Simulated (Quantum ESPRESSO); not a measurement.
# Re (P6_3/mmc) in Quantum ESPRESSO: further runs

The runs below take Re through single point, equation of state, with r2SCAN.

All numbers are computed with Quantum ESPRESSO 7.5; they aren't measurements. Logs are shortened: lines on timing, memory, paths and dates and some standing lists are left out, and cuts for length are marked.

### Step 1. Starting point

The structure is hexagonal, space group P6_3/mmc (No. 194). The conventional cell has a = 2.761 Å, b = 2.761 Å, c = 4.458 Å, α = 90.00°, β = 90.00°, γ = 120.00°. Re (site symmetry -6m2) has 12 Re at 2.74 to 2.76 Å as nearest neighbours.

### Step 2. Single point, r2SCAN, 13.83 Å³/atom

pw.in reads:

```
&CONTROL
  calculation = 'scf'
  prefix = 'pwscf'
  outdir = './tmp'
  pseudo_dir = './pseudo'
  tprnfor = .true.
  tstress = .true.
  disk_io = 'nowf'
/
&SYSTEM
  ibrav = 0
  nat = 2
  ntyp = 1
  ecutwfc = 70
  nbnd = 22
  input_dft = 'r2scan'
  occupations = 'smearing'
  smearing = 'fd'
  degauss = 0.00367493
  nosym = .true.
  nr1 = 36
  nr2 = 36
  nr3 = 48
/
&ELECTRONS
  conv_thr = 1d-08
  electron_maxstep = 120
  mixing_beta = 0.5
/
ATOMIC_SPECIES
Re   186.2070 Re_ONCV_PBE-1.2.upf
CELL_PARAMETERS angstrom
   2.7044413289    0.0000000000    0.0000000000
  -1.3522206645    2.3421148939    0.0000000000
   0.0000000000    0.0000000000    4.3671907899
ATOMIC_POSITIONS crystal
Re     0.6666666667    0.3333333333    0.7500000000
Re     0.3333333333    0.6666666667    0.2500000000
K_POINTS automatic
8 8 4 0 0 0
```

Potentials or basis: SG15 PBE 1.2.

Launch:

```bash
$ OMP_NUM_THREADS=1 mpirun -n 2 pw.x -nk 2 -in pw.in > pw.out
```

pw.out:

```text
This program is part of the open-source Quantum ESPRESSO suite
     for quantum simulation of materials; please cite
         "P. Giannozzi et al., J. Phys.:Condens. Matter 21 395502 (2009);
         "P. Giannozzi et al., J. Phys.:Condens. Matter 29 465901 (2017);
         "P. Giannozzi et al., J. Chem. Phys. 152 154105 (2020);
     in publications or presentations arising from this work. More details at

     IMPORTANT: XC functional enforced from input :
     Exchange-correlation= R2SCAN
                           (   0   0   0   0   0 497 498)
     Any further DFT definition will be discarded
     Please, verify this is what you really want

     K-points division:     npool     =       2
     Subspace diagonalization in iterative solution of the eigenvalue problem:
     a serial algorithm will be used

     G-vector sticks info
     --------------------
     sticks:   dense  smooth     PW     G-vecs:    dense   smooth      PW
     Sum         499     499    163                14713    14713    2827

     Using Slab Decomposition

     bravais-lattice index     =            0
     lattice parameter (alat)  =       5.1107  a.u.
     unit-cell volume          =     186.6743 (a.u.)^3
     number of atoms/cell      =            2
     number of atomic types    =            1
     number of electrons       =        30.00
     number of Kohn-Sham states=           22
     kinetic-energy cutoff     =      70.0000  Ry
     charge density cutoff     =     280.0000  Ry
     scf convergence threshold =      1.0E-08
     mixing beta               =       0.5000
     number of iterations used =            8  plain     mixing
     Exchange-correlation= R2SCAN
                           (   0   0   0   0   0 497 498)

     celldm(1)=   5.110653  celldm(2)=   0.000000  celldm(3)=   0.000000
     celldm(4)=   0.000000  celldm(5)=   0.000000  celldm(6)=   0.000000

     crystal axes: (cart. coord. in units of alat)
               a(1) = (   1.000000   0.000000   0.000000 )
               a(2) = (  -0.500000   0.866025   0.000000 )
               a(3) = (   0.000000   0.000000   1.614822 )

     reciprocal axes: (cart. coord. in units 2 pi/alat)
               b(1) = (  1.000000  0.577350 -0.000000 )
               b(2) = (  0.000000  1.154701  0.000000 )
               b(3) = (  0.000000 -0.000000  0.619263 )

     PseudoPot. # 1 for Re read from file:
     Re_ONCV_PBE-1.2.upf
     Pseudo is Norm-conserving, Zval = 15.0
     Generated using ONCVPSP code by D. R. Hamann
     Using radial grid of  602 points,  8 beta functions with:
                l(1) =   0
                l(2) =   0
                l(3) =   1
                l(4) =   1
                l(5) =   2
                l(6) =   2
                l(7) =   3
                l(8) =   3

     atomic species   valence    mass     pseudopotential
     Re               15.00   186.20700     Re( 1.00)

     No symmetry found

   Cartesian axes

     site n.     atom                  positions (alat units)
         1        Re     tau(   1) = (   0.5000000   0.2886751   1.2111163  )
         2        Re     tau(   2) = (  -0.0000000   0.5773503   0.4037054  )

     number of k points=   132  Fermi-Dirac smearing, width (Ry)=  0.0037

     Number of k-points >= 100: set verbosity='high' to print them.

     Dense  grid:    14713 G-vectors     FFT dimensions: (  36,  36,  48)

     WARNING: libxc functional with ID  497 depends
      on external parameters: check the user_guide of
      QE if you need to modify them or to check their
      default values.

     WARNING: libxc functional with ID  498 depends
      on external parameters: check the user_guide of
      QE if you need to modify them or to check their
      default values.

     Initial potential from superposition of free atoms

     starting charge      29.8969, renormalised to      30.0000
     Starting wfcs are random

     Self-consistent Calculation

     iteration #  1     ecut=    70.00 Ry     beta= 0.50
     Davidson diagonalization with overlap
     ethr =  1.00E-02,  avg # of iterations =  8.6

     total energy              =    -319.62713971 Ry
     estimated scf accuracy    <      16.02634035 Ry

     iteration #  2     ecut=    70.00 Ry     beta= 0.50
     Davidson diagonalization with overlap
     ethr =  1.00E-02,  avg # of iterations =  1.0

     total energy              =    -319.69327431 Ry
     estimated scf accuracy    <       3.81625850 Ry

     iteration #  3     ecut=    70.00 Ry     beta= 0.50
     Davidson diagonalization with overlap
     ethr =  1.00E-02,  avg # of iterations =  1.0

     total energy              =    -319.69588648 Ry
     estimated scf accuracy    <       0.00925533 Ry

     iteration #  4     ecut=    70.00 Ry     beta= 0.50
     Davidson diagonalization with overlap
     ethr =  3.09E-05,  avg # of iterations =  2.3

     total energy              =    -319.69604231 Ry
     estimated scf accuracy    <       0.00042958 Ry

     iteration #  5     ecut=    70.00 Ry     beta= 0.50
     Davidson diagonalization with overlap
     ethr =  1.43E-06,  avg # of iterations =  4.2

     total energy              =    -319.69605270 Ry
     estimated scf accuracy    <       0.00007648 Ry

     iteration #  6     ecut=    70.00 Ry     beta= 0.50
     Davidson diagonalization with overlap
     ethr =  2.55E-07,  avg # of iterations =  1.2

     total energy              =    -319.69605956 Ry
     estimated scf accuracy    <       0.00007351 Ry

     iteration #  7     ecut=    70.00 Ry     beta= 0.50
     Davidson diagonalization with overlap
     ethr =  2.45E-07,  avg # of iterations =  1.0

     total energy              =    -319.69606446 Ry
     estimated scf accuracy    <       0.00000012 Ry

     iteration #  8     ecut=    70.00 Ry     beta= 0.50
     Davidson diagonalization with overlap
     ethr =  3.93E-10,  avg # of iterations =  2.2

     total energy              =    -319.69606452 Ry
     estimated scf accuracy    <       0.00000006 Ry

     iteration #  9     ecut=    70.00 Ry     beta= 0.50
     Davidson diagonalization with overlap
     ethr =  1.92E-10,  avg # of iterations =  1.0

     End of self-consistent calculation

     Number of k-points >= 100: set verbosity='high' to print the bands.

     the Fermi energy is    25.7037 ev

!    total energy              =    -319.69606452 Ry
     estimated scf accuracy    <          6.3E-09 Ry
     smearing contrib. (-TS)   =      -0.00119659 Ry
     internal energy E=F+TS    =    -319.69486793 Ry

     The total energy is F=E-TS. E is the sum of the following terms:
     one-electron contribution =     -35.52029948 Ry
     hartree contribution      =      36.84596668 Ry
     xc contribution           =     -34.51017320 Ry
     ewald contribution        =    -286.51036192 Ry

     convergence has been achieved in   9 iterations

     Forces acting on atoms (cartesian axes, Ry/au):

     atom    1 type  1   force =     0.00000001    0.00000001    0.00001506
     atom    2 type  1   force =    -0.00000001   -0.00000001   -0.00001506

     Total force =     0.000021     Total SCF correction =     0.000098
     SCF correction compared to forces is large: reduce conv_thr to get better values

     Computing stress (Cartesian axis) and pressure

          total   stress  (Ry/bohr**3)                   (kbar)     P=      299.55
   0.00191285  -0.00000000  -0.00000000          281.39       -0.00       -0.00
  -0.00000000   0.00191284   0.00000000           -0.00      281.39        0.00
  -0.00000000   0.00000000   0.00228317           -0.00        0.00      335.87

=------------------------------------------------------------------------------=
   JOB DONE.
=------------------------------------------------------------------------------=
```

It took 2.9 min on 2 MPI ranks of Arm Neoverse V1, shared host; peak memory 0.22 GiB.

What came out:

```
Free energy            : -4349.6865 eV
Pressure               : 30.0 GPa
Band gap on the k mesh : none (metal or under the smearing width)
```

Caveat: the k mesh is coarse; the potentials were made for another functional, which shifts forces and pressure.

### Step 3. Single point, r2SCAN, 14.13 Å³/atom

pw.in, as its differences from that of step 2:

```diff
@@ -32,5 +32,5 @@
 CELL_PARAMETERS angstrom
-   2.7044413289    0.0000000000    0.0000000000
-  -1.3522206645    2.3421148939    0.0000000000
-   0.0000000000    0.0000000000    4.3671907899
+   2.7234873179    0.0000000000    0.0000000000
+  -1.3617436590    2.3586092042    0.0000000000
+   0.0000000000    0.0000000000    4.3979466679
 ATOMIC_POSITIONS crystal
```

Potentials or basis: SG15 PBE 1.2.

Launch:

```bash
$ OMP_NUM_THREADS=1 mpirun -n 2 pw.x -nk 2 -in pw.in > pw.out
```

Wall time 2.9 min (2 MPI ranks of Arm Neoverse V1, shared host); peak memory 0.2 GiB.

Results (log left out):

| Item | Value |
| --- | --- |
| Free energy | -4349.7773 eV |
| Pressure | 19.6 GPa |
| Band gap on the k mesh | none (metal or under the smearing width) |

Caveat: the k mesh is coarse; the potentials were made for another functional, which shifts forces and pressure.

### Step 4. Single point, r2SCAN, 14.42 Å³/atom

pw.in, as its differences from that of step 3:

```diff
@@ -32,5 +32,5 @@
 CELL_PARAMETERS angstrom
-   2.7234873179    0.0000000000    0.0000000000
-  -1.3617436590    2.3586092042    0.0000000000
-   0.0000000000    0.0000000000    4.3979466679
+   2.7422705826    0.0000000000    0.0000000000
+  -1.3711352913    2.3748759886    0.0000000000
+   0.0000000000    0.0000000000    4.4282782931
 ATOMIC_POSITIONS crystal
```

Launch:

```bash
$ OMP_NUM_THREADS=1 mpirun -n 2 pw.x -nk 2 -in pw.in > pw.out
```

Wall time 2.9 min (2 MPI ranks of Arm Neoverse V1, shared host); peak memory 0.22 GiB.

Results (log left out):

| Quantity | Value |
| --- | --- |
| Free energy | -4349.8319 eV |
| Pressure | 10.2 GPa |
| Band gap on the k mesh | none (metal or under the smearing width) |

Caveat: the k mesh is coarse; the potentials were made for another functional, which shifts forces and pressure.

### Step 5. Single point, r2SCAN, 14.71 Å³/atom

pw.in, as its differences from that of step 4:

```diff
@@ -32,5 +32,5 @@
 CELL_PARAMETERS angstrom
-   2.7422705826    0.0000000000    0.0000000000
-  -1.3711352913    2.3748759886    0.0000000000
-   0.0000000000    0.0000000000    4.4282782931
+   2.7608000000    0.0000000000    0.0000000000
+  -1.3804000000    2.3909229348    0.0000000000
+   0.0000000000    0.0000000000    4.4582000000
 ATOMIC_POSITIONS crystal
```

Launch:

```bash
$ OMP_NUM_THREADS=1 mpirun -n 2 pw.x -nk 2 -in pw.in > pw.out
```

Run time: 2.9 min. Hardware: 2 MPI ranks of Arm Neoverse V1, shared host; peak memory 0.22 GiB.

Results (log left out):

* Free energy: -4349.8539 eV
* Pressure: 1.8 GPa
* Band gap on the k mesh: none (metal or under the smearing width)

Caveat: the k mesh is coarse; the potentials were made for another functional, which shifts forces and pressure.

### Step 6. Single point, r2SCAN, 15.01 Å³/atom

pw.in, as its differences from that of step 5:

```diff
@@ -32,5 +32,5 @@
 CELL_PARAMETERS angstrom
-   2.7608000000    0.0000000000    0.0000000000
-  -1.3804000000    2.3909229348    0.0000000000
-   0.0000000000    0.0000000000    4.4582000000
+   2.7790839766    0.0000000000    0.0000000000
+  -1.3895419883    2.4067573230    0.0000000000
+   0.0000000000    0.0000000000    4.4877253638
 ATOMIC_POSITIONS crystal
```

Potentials or basis: SG15 PBE 1.2.

Launch:

```bash
$ OMP_NUM_THREADS=1 mpirun -n 2 pw.x -nk 2 -in pw.in > pw.out
```

It took 3 min on 2 MPI ranks of Arm Neoverse V1, shared host; peak memory 0.24 GiB.

Results (log left out):

- Free energy: -4349.8464 eV
- Pressure: -5.8 GPa
- Band gap on the k mesh: none (metal or under the smearing width)

Caveat: the k mesh is coarse; the potentials were made for another functional, which shifts forces and pressure.

### Step 7. Single point, r2SCAN, 15.30 Å³/atom

pw.in, as its differences from that of step 6:

```diff
@@ -32,5 +32,5 @@
 CELL_PARAMETERS angstrom
-   2.7790839766    0.0000000000    0.0000000000
-  -1.3895419883    2.4067573230    0.0000000000
-   0.0000000000    0.0000000000    4.4877253638
+   2.7971304821    0.0000000000    0.0000000000
+  -1.3985652410    2.4223860552    0.0000000000
+   0.0000000000    0.0000000000    4.5168672541
 ATOMIC_POSITIONS crystal
```

Launch:

```bash
$ OMP_NUM_THREADS=1 mpirun -n 2 pw.x -nk 2 -in pw.in > pw.out
```

Run time: 3 min. Hardware: 2 MPI ranks of Arm Neoverse V1, shared host; peak memory 0.24 GiB.

It converged, with:

```yaml
Free_energy: -4349.8125 eV
Pressure: -12.6 GPa
Band_gap_on_the_k_mesh: none (metal or under the smearing width)
```

Caveat: the k mesh is coarse; the potentials were made for another functional, which shifts forces and pressure.

### Step 8. Single point, r2SCAN, 15.60 Å³/atom

pw.in, as its differences from that of step 7:

```diff
@@ -32,5 +32,5 @@
 CELL_PARAMETERS angstrom
-   2.7971304821    0.0000000000    0.0000000000
-  -1.3985652410    2.4223860552    0.0000000000
-   0.0000000000    0.0000000000    4.5168672541
+   2.8149470801    0.0000000000    0.0000000000
+  -1.4074735401    2.4378156817    0.0000000000
+   0.0000000000    0.0000000000    4.5456378849
 ATOMIC_POSITIONS crystal
```

Launch:

```bash
$ OMP_NUM_THREADS=1 mpirun -n 2 pw.x -nk 2 -in pw.in > pw.out
```

It took 3.2 min on 2 MPI ranks of Arm Neoverse V1, shared host; peak memory 0.24 GiB.

It converged, with:

```yaml
Free_energy: -4349.7548 eV
Pressure: -18.8 GPa
Band_gap_on_the_k_mesh: none (metal or under the smearing width)
```

Caveat: the k mesh is coarse; the potentials were made for another functional, which shifts forces and pressure.

### Step 9. Equation of state, r2SCAN

Potentials or basis: SG15 PBE 1.2.

This step only gathers the single runs of the series.

Results:

```
Equilibrium volume                        : 14.78 Å³/atom
Bulk modulus at fixed shape and positions : 392 GPa
Pressure derivative of the bulk modulus   : 4.3
```

Energy against volume, from the lowest point:
```csv
volume (Å³/atom),energy (meV/atom)
13.831,83.68
14.125,38.28
14.420,10.98
14.714,0.00
15.008,3.74
15.303,20.70
15.597,49.54
```

Caveat: the k mesh is coarse; the potentials were made for another functional, which shifts forces and pressure; the cell was scaled at fixed shape and fractional positions, which overstates the stiffness of a crystal with free parameters, most of all of layers and chains. Spin-orbit coupling is left out, which matters for the levels of Re.
